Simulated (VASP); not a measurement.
# CdSe (Cadmoselite) (P6_3mc) in VASP: notebook

Runs on CdSe (Cadmoselite). Level: PBEsol. Tasks: relaxation of cell and atoms.

Program: VASP 6.6.1. These are calculated values, not measurements. Logs are shortened: lines on timing, memory, paths and dates and some standing lists are left out, and cuts for length are marked.

### Step 1. The structure

Symmetry: P6_3mc, No. 186, hexagonal system. The conventional cell has a = 4.300 Å, b = 4.300 Å, c = 7.020 Å, α = 90.00°, β = 90.00°, γ = 120.00°. Cd (site symmetry 3m) is surrounded by 4 Se at 2.61 to 2.70 Å. Se (site symmetry 3m) is surrounded by 4 Cd at 2.61 to 2.70 Å.

### Step 2. Relaxation of cell and atoms, PBEsol

INCAR reads:

```
SYSTEM = CdSe
ALGO = Normal
EDIFF = 1E-6
EDIFFG = -0.01
ENCUT = 600
GGA = PS
IBRION = 2
ISIF = 3
ISMEAR = 0
KPAR = 2
LASPH = .True.
LCHARG = .False.
LREAL = .False.
LWAVE = .False.
NELM = 80
NSW = 90
PREC = Accurate
SIGMA = 0.03
```

KPOINTS reads:

```
k-points
0
Gamma
  9 9 4
  0 0 0
```

POSCAR reads:

```
CdSe
1.0
    4.3000000000      0.0000000000      0.0000000000
   -2.1500000000      3.7239092363      0.0000000000
    0.0000000000      0.0000000000      7.0200000000
Cd Se
2 2
Direct
    0.3333333333      0.6666666667      0.0000000000
    0.6666666667      0.3333333333      0.5000000000
    0.3333333333      0.6666666667      0.3850000000
    0.6666666667      0.3333333333      0.8850000000
```

Potentials or basis: VASP PAW PBE potentials, release 64 (Cd, Se).

Started as:

```bash
cat potpaw_PBE.64/Cd/POTCAR potpaw_PBE.64/Se/POTCAR > POTCAR
mpirun -np 2 vasp_std > vasp.out
```

OUTCAR:

```text
SYSTEM = CdSe
   EDIFF = 1E-6
   EDIFFG = -0.01
   ENCUT = 600
   GGA = PS
   IBRION = 2
   ISIF = 3
   ISMEAR = 0
   LASPH = .True.
   LREAL = .False.
   NELM = 80
   NSW = 90
   PREC = Accurate

 ion  position               nearest neighbor table
   1  0.333  0.667  0.000-   4 2.61   4 2.61   4 2.61   3 2.70
   2  0.667  0.333  0.500-   3 2.61   3 2.61   3 2.61   4 2.70
   3  0.333  0.667  0.385-   2 2.61   2 2.61   2 2.61   1 2.70
   4  0.667  0.333  0.885-   1 2.61   1 2.61   1 2.61   2 2.70

  LATTYP: Found a hexagonal cell.
 ALAT       =     4.3000000000
 C/A-ratio  =     1.6325581395

  Lattice vectors:

 A1 = (   4.3000000000,   0.0000000000,   0.0000000000)
 A2 = (  -2.1500000000,   3.7239092363,   0.0000000000)
 A3 = (   0.0000000000,   0.0000000000,   7.0200000000)

Analysis of symmetry for initial positions (statically):
=====================================================================
 Subroutine PRICEL returns:
 Original cell was already a primitive cell.

 Routine SETGRP: Setting up the symmetry group for a
 hexagonal supercell.

 Subroutine GETGRP returns: Found 12 space group operations
 (whereof  6 operations were pure point group operations)
 out of a pool of 24 trial point group operations.

The static configuration has the point symmetry C_3v.
 The point group associated with its full space group is C_6v.

Analysis of symmetry for dynamics (positions and initial velocities):
=====================================================================
 Subroutine PRICEL returns:
 Original cell was already a primitive cell.

 Routine SETGRP: Setting up the symmetry group for a
 hexagonal supercell.

 Subroutine GETGRP returns: Found 12 space group operations
 (whereof  6 operations were pure point group operations)
 out of a pool of 24 trial point group operations.

The dynamic configuration has the point symmetry C_3v.
 The point group associated with its full space group is C_6v.

 Subroutine INISYM returns: Found 12 space group operations
 (whereof  6 operations are pure point group operations),
 and found     1 'primitive' translations

----------------------------------------------------------------------------------------

                                     Primitive cell

  volume of cell :     112.4099

  direct lattice vectors                    reciprocal lattice vectors
     4.300000000  0.000000000  0.000000000     0.232558140  0.134267504  0.000000000
    -2.150000000  3.723909236  0.000000000     0.000000000  0.268535009  0.000000000
     0.000000000  0.000000000  7.020000000     0.000000000  0.000000000  0.142450142

  length of vectors
     4.300000000  4.300000000  7.020000000     0.268535009  0.268535009  0.142450142

  position of ions in fractional coordinates (direct lattice)
     0.333333333  0.666666667  0.000000000
     0.666666667  0.333333333  0.500000000
     0.333333333  0.666666667  0.385000000
     0.666666667  0.333333333  0.885000000

  ion indices of the primitive-cell ions
   primitive index   ion index
                 1           1
                 2           2
                 3           3
                 4           4

----------------------------------------------------------------------------------------

 KPOINTS: k-points

Automatic generation of k-mesh.
 Grid dimensions read from file:
 generate k-points for:    9    9    4

 Generating k-lattice:

  Cartesian coordinates                     Fractional coordinates (reciprocal lattice)
     0.025839793  0.014918612  0.000000000     0.111111111  0.000000000  0.000000000
     0.000000000  0.029837223  0.000000000     0.000000000  0.111111111  0.000000000
     0.000000000  0.000000000  0.035612536     0.000000000  0.000000000  0.250000000

  Length of vectors
     0.029837223  0.029837223  0.035612536

  Shift w.r.t. Gamma in fractional coordinates (k-lattice)
     0.000000000  0.000000000  0.000000000

 Subroutine IBZKPT returns following result:
 ===========================================

 Found     36 irreducible k-points:

 Following reciprocal coordinates:
            Coordinates               Weight
  0.000000  0.000000  0.000000      1.000000
  0.111111 -0.000000  0.000000      6.000000
  0.222222  0.000000  0.000000      6.000000
  0.333333 -0.000000  0.000000      6.000000
  0.444444  0.000000  0.000000      6.000000
  0.111111  0.111111  0.000000      6.000000
[... 16 lines left out ...]
  0.333333  0.222222  0.250000     24.000000
  0.333333  0.333333  0.250000      4.000000
 [... further k-points ...]
   k-points           NKPTS =     36   k-points in BZ     NKDIM =     36   number of bands    NBANDS=     22
   number of dos      NEDOS =    301   number of ions     NIONS =      4
   total plane-waves  NPLWV =  72576
   dimension x,y,z NGX =    36 NGY =   36 NGZ =   56
   dimension x,y,z NGXF=    72 NGYF=   72 NGZF=  112
   ions per type =               2   2
   NGX,Y,Z   is equivalent  to a cutoff of  13.92, 13.92, 13.26 a.u.
   NGXF,Y,Z  is equivalent  to a cutoff of  27.84, 27.84, 26.52 a.u.
 SYSTEM =  CdSe
   PREC   = accura    normal or accurate (medium, high low for compatibility)
   ISTART =      0    job   : 0-new  1-cont  2-samecut
   ICHARG =      2    charge: 1-file 2-atom 10-const
   ISPIN  =      1    spin polarized calculation?
   LNONCOLLINEAR =      F non collinear calculations
   LSORBIT =      F    spin-orbit coupling
   LASPH  =      T    aspherical Exc in radial PAW
   ENCUT  =  600.0 eV  44.10 Ry    6.64 a.u.   8.59  8.59 14.02*2*pi/ulx,y,z
   NELM   =     80;   NELMIN=  2; NELMDL= -5     # of ELM steps
   EDIFF  = 0.1E-05   stopping-criterion for ELM
   LREAL  =      F    real-space projection
   EDIFFG = -.1E-01   stopping-criterion for IOM
   NSW    =     90    number of steps for IOM
   IBRION =      2    ionic relax: 0-MD 1-quasi-New 2-CG
   NFREE  =      1    steps in history (QN), initial steepest desc. (CG)
   ISIF   =      3    stress and relaxation
   ISYM   =      2    0-nonsym 1-usesym 2-fastsym
   POTIM  = 0.5000    time-step for ionic-motion
   TEBEG  =    0.0;   TEEND  =   0.0 temperature during run
   PSTRESS=    0.0 pullay stress
   NELECT =      36.0000    total number of electrons
   NUPDOWN=      -1.0000    fix difference up-down
   EMIN   =  10.00;   EMAX   =-10.00  energy-range for DOS
   EFERMI =   0.00;   METHOD = LEGACY
   ISMEAR =     0;   SIGMA  =   0.03  broadening in eV -4-tet -1-fermi 0-gaus
   EFERMI_NEDOS =   21; number of points for ismear=-14 and -15
   IALGO  =     38    algorithm
   IMIX   =      4    mixing-type and parameters
     AMIX     =   0.40;   BMIX     =  1.00
     AMIX_MAG =   1.60;   BMIX_MAG =  1.00
  volume/ion in A,a.u.               =      28.10       189.64
  Fermi-wavevector in a.u.,A,eV,Ry     =   1.120059  2.116604 17.068937  1.254531
  Thomas-Fermi vector in A             =   2.256702
   LORBIT       =      0    0 simple, 1 ext, 2 COOP (PROOUT), +10 PAW based schemes
   GGA     = PS    functional components
   LHFCALC =     F    Hartree Fock is set to
   AEXX    =    0.0000 exact exchange contribution
   IVDW    =     0    specifies the selected vdW correction
   LEPSILON=     F    determine dielectric tensor
   LRPA    =     F    only Hartree local field effects (RPA)
 conjugate gradient relaxation of ions
 non-spin polarized calculation
 Gauss-broadening in eV      SIGMA  =   0.03
  energy-cutoff  :      600.00
  volume of cell :      112.41
 maximum number of plane-waves:      3791
 NGX is ok and might be reduce to    36
   NGX = 17   NGY = 17   NGZ = 29

--------------------------------------- Ionic step        1  -------------------------------------------

 number of electron      35.9999991 magnetization

 Free energy of the ion-electron system (eV)
  ---------------------------------------------------
  ext. energy  EPLUGINS =         0.00000000
  ---------------------------------------------------
  free energy    TOTEN  =       -12.33226954 eV

  energy without entropy =      -12.33226954  energy(sigma->0) =      -12.33226954

------------------------ aborting loop because EDIFF is reached ----------------------------------------

  FORCE on cell =-STRESS in cart. coord.  units (eV):
  Direction    XX          YY          ZZ          XY          YZ          ZX
  --------------------------------------------------------------------------------------
  -------------------------------------------------------------------------------------
  Total        0.7590133      0.7590133     -0.5705891      0.0000000      0.0000000      0.0000000
  in kB       10.8182072     10.8182072     -8.1326001      0.0000000      0.0000000      0.0000000
  external PRESSURE =       4.5012714 kB  Pullay stress =       0.0000000 kB
[... 95 lines left out ...]
  FREE ENERGIE OF THE ION-ELECTRON SYSTEM (eV)
  ---------------------------------------------------
  free  energy   TOTEN  =       -12.3481584763 eV

  energy  without entropy=      -12.3481584763  energy(sigma->0) =      -12.34815848

[... ionic steps 4 to 7 ...]

--------------------------------------- Ionic step        8  -------------------------------------------

 number of electron      35.9999999 magnetization

------------------------ aborting loop because EDIFF is reached ----------------------------------------

  FORCE on cell =-STRESS in cart. coord.  units (eV):
  Direction    XX          YY          ZZ          XY          YZ          ZX
  --------------------------------------------------------------------------------------
  -------------------------------------------------------------------------------------
  Total        0.0667304      0.0667304      0.0283694      0.0000000      0.0000000      0.0000000
  in kB        0.9461773      0.9461773      0.4022528      0.0000000      0.0000000      0.0000000
  external PRESSURE =       0.7648692 kB  Pullay stress =       0.0000000 kB
[... 61 lines left out ...]
  energy  without entropy=      -12.3520047841  energy(sigma->0) =      -12.35200478

--------------------------------------- Ionic step       10  -------------------------------------------

 number of electron      35.9999999 magnetization

 Free energy of the ion-electron system (eV)
  ---------------------------------------------------
  ext. energy  EPLUGINS =         0.00000000
  ---------------------------------------------------
  free energy    TOTEN  =       -12.35203685 eV

  energy without entropy =      -12.35203685  energy(sigma->0) =      -12.35203685

 E-fermi :   0.9112     XC(G=0):  -9.0651

 val. band max:        0.7716929393   @ k =   0.0000   0.0000   0.0000
 cond. band min:       1.2999508200   @ k =   0.0000   0.0000   0.0000
 fundamental gap:      0.5282578807
 Fermi energy:         0.9111941519

 k-point     1 :       0.0000    0.0000    0.0000
  band No.  band energies     occupation
      1     -11.8278      2.00000
      2     -11.4478      2.00000
      3      -7.1169      2.00000
      4      -7.1102      2.00000
      5      -7.1102      2.00000
      6      -7.0427      2.00000
[... 574 lines left out ...]
      6      -6.8943      2.00000
[... 14 lines left out ...]
     21       5.3505      0.00000
     22       7.1062      0.00000

 [... further k-points ...]

------------------------ aborting loop because EDIFF is reached ----------------------------------------

  FORCE on cell =-STRESS in cart. coord.  units (eV):
  Direction    XX          YY          ZZ          XY          YZ          ZX
  --------------------------------------------------------------------------------------
  -------------------------------------------------------------------------------------
  Total        0.0102938      0.0102938      0.0083825      0.0000000      0.0000000      0.0000000
  in kB        0.1457428      0.1457428      0.1186827      0.0000000      0.0000000      0.0000000
  external PRESSURE =       0.1367228 kB  Pullay stress =       0.0000000 kB
[... 19 lines left out ...]
  FREE ENERGIE OF THE ION-ELECTRON SYSTEM (eV)
  ---------------------------------------------------
  free  energy   TOTEN  =       -12.3520368488 eV

  energy  without entropy=      -12.3520368488  energy(sigma->0) =      -12.35203685

 reached required accuracy - stopping structural energy minimisation
```

Run time: 4.6 min. Hardware: 2 MPI ranks of Intel Xeon Platinum 8559C (Emerald Rapids), shared host; peak memory 0.32 GiB.

Results:

```yaml
Free_energy: -12.3520 eV
Relaxed_volume: 28.29 Å³/atom
Relaxed_cell: a = 4.310 Å, b = 4.310 Å, c = 7.035 Å, α = 90.00°, β = 90.00°, γ = 120.00°
Space_group_after_relaxing_to_0.05_Å: P6_3mc (No. 186)
Energy_gained_by_relaxing: 4.9 meV/atom
Ionic_steps: 10
Pressure_after_relaxing: 0.0 GPa
Band_gap_on_the_k_mesh: 0.53 eV, direct
```

Step by step:
| step | energy change (eV) | largest force (eV/Å) | pressure (GPa) | volume (Å³) |
| --- | --- | --- | --- | --- |
| 1 | 0.0000 | 0.2741 | 0.45 | 112.41 |
| 2 | -0.0159 | 0.0637 | -0.25 | 113.69 |
| 3 | -0.0159 | 0.0681 | -0.24 | 113.67 |
| 4 | -0.0172 | 0.0376 | 0.04 | 113.06 |
| 5 | -0.0174 | 0.0227 | 0.18 | 112.78 |
| 6 | -0.0185 | 0.0178 | 0.16 | 112.85 |
| 7 | -0.0197 | 0.0040 | 0.08 | 113.00 |
| 8 | -0.0197 | 0.0047 | 0.08 | 113.00 |
| 9 | -0.0197 | 0.0031 | -0.06 | 113.31 |
| 10 | -0.0198 | 0.0005 | 0.01 | 113.16 |

Final structure:
```
Cd Se
1.0
     4.30969    0.00000    0.00000
    -2.15484    3.73230    0.00000
     0.00000    0.00000    7.03519
Cd Se
2 2
Direct
  0.33333 0.66667 0.00467
  0.66667 0.33333 0.50467
  0.33333 0.66667 0.38033
  0.66667 0.33333 0.88033
```

Levels at points of the mesh, in eV from the valence-band top:
| k point | band 16 | band 17 | band 18 | band 19 | band 20 | band 21 |
| --- | --- | --- | --- | --- | --- | --- |
| (0.00, 0.00, 0.00) | -0.05 | 0.00 | 0.00 | 0.53 | 2.09 | 5.78 |
| (0.00, 0.00, 0.50) | -0.40 | -0.40 | -0.40 | 2.27 | 2.27 | 5.74 |

Caveat: the PAW data sets were made with another functional, which shifts forces and pressure a little.

(Part 1 of 2 ends here.)
